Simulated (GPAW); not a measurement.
Set up this calculation in GPAW 26.7.0, as an ASE script.

```
Task                : single point
Functional          : PBE
Potentials or basis : GPAW PAW data sets (gpaw-data 1.2.1)
Cutoff              : 600 eV
Basis               : pw
k mesh              : 7 × 7 × 7
Occupations         : fermi-dirac, width 0.05 eV
Spin                : no spin polarisation
Maxiter             : 150
```

Crystal: KCl (Sylvite).

```xyz
2
Lattice="0.0000 3.1465 3.1465 3.1465 0.0000 3.1465 3.1465 3.1465 0.0000" Properties=species:S:1:pos:R:3 pbc="T T T"
K     0.0311   -0.0414    0.0021
Cl    3.1708    3.1108    3.0997
```

The cell isn't the ideal one: atoms moved at random, drawn with an rms of 0.05 Å.

One way to write it, as run:

run.py

```python
from ase import Atoms
from ase.dft.bandgap import bandgap
from ase.io import write
from ase.units import GPa
from gpaw import GPAW, PW

atoms = Atoms(['K', 'Cl'],
              cell=[[0.0, 3.14647, 3.14647],
                    [3.14647, 0.0, 3.14647],
                    [3.14647, 3.14647, 0.0]],
              scaled_positions=[[-0.011176, 0.011859, -0.001972],
                                [0.483026, 0.502097, 0.505637]],
              pbc=True)

calc = GPAW(mode=PW(600),
            xc='PBE',
            kpts={'size': (7, 7, 7), 'gamma': True},
            occupations={'name': 'fermi-dirac', 'width': 0.05},
            nbands=16,
            convergence={'density': 1e-05, 'energy': 1e-05},
            maxiter=150,
            txt='gpaw.txt')
atoms.calc = calc
energy = atoms.get_potential_energy()
forces = atoms.get_forces()
stress = atoms.get_stress()
calc.write('gs.gpw')
write('result.traj', atoms)
print(f'Energy: {energy:.6f} eV')
print('Forces (eV/A):')
print(forces.round(4))
print('Stress (GPa):', (stress / GPa).round(3))
print('Fermi level:', round(calc.get_fermi_level(), 4), 'eV')
print(f'Gap: {bandgap(calc)[0]:.4f} eV, direct: {bandgap(calc, direct=True)[0]:.4f} eV')
```

Potentials or basis: GPAW PAW data sets (gpaw-data 1.2.1), pw.

Command:

```console
$ OMP_NUM_THREADS=1 python run.py
```

Results of the run:

```yaml
Pressure: 0.7 GPa
Largest_force: 0.066 eV/Å
Band_gap_on_the_k_mesh: 5.19 eV, direct
```

Caveat: an odd mesh through Γ misses points on the zone boundary, where band edges often lie.

It took 87 s on 1 thread of Intel(R) Xeon(R) Platinum 8488C (Sapphire Rapids), with other jobs on the host, peak memory 0.31 GiB.
